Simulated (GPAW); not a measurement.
The system is Cr.

```xyz
2
Lattice="2.7140 0.0000 0.0000 -1.3570 2.3504 0.0000 0.0000 0.0000 4.4100" Properties=species:S:1:pos:R:3 pbc="T T T"
Cr    1.3570    0.7835    3.3075
Cr    0.0000    1.5669    1.1025
```

This isn't the form of Cr at room conditions, which is bcc.

Base run:

```yaml
Program: GPAW 26.7.0
Functional: LDA
Potentials_or_basis: the program's PAW data sets (release 1.2.1) made for this functional
Cutoff: 600 eV
Basis: pw
k_mesh: 11 × 11 × 6
Occupations: fermi-dirac, width 0.05 eV
Spin: no spin polarisation
```

Its results: band gap on the k mesh none (metal or under the smearing width); pressure -40.2 GPa.

Question: The run is repeated on the same cell with these changes: spin from no spin polarisation to collinear spin, ferromagnetic start. What comes out?

Answer: Band gap on the k mesh none (metal or under the smearing width); pressure -39.0 GPa; net moment 1.33 μB per cell; site moments Cr +0.58 μB.

Caveats: a pressure of tens of GPa on the cell as given is suspect, and the run, the potentials or the cell itself is likely at fault; the moment fell far below its start of 4.5 μB, so a state of higher moment may lie lower in energy (some runs).
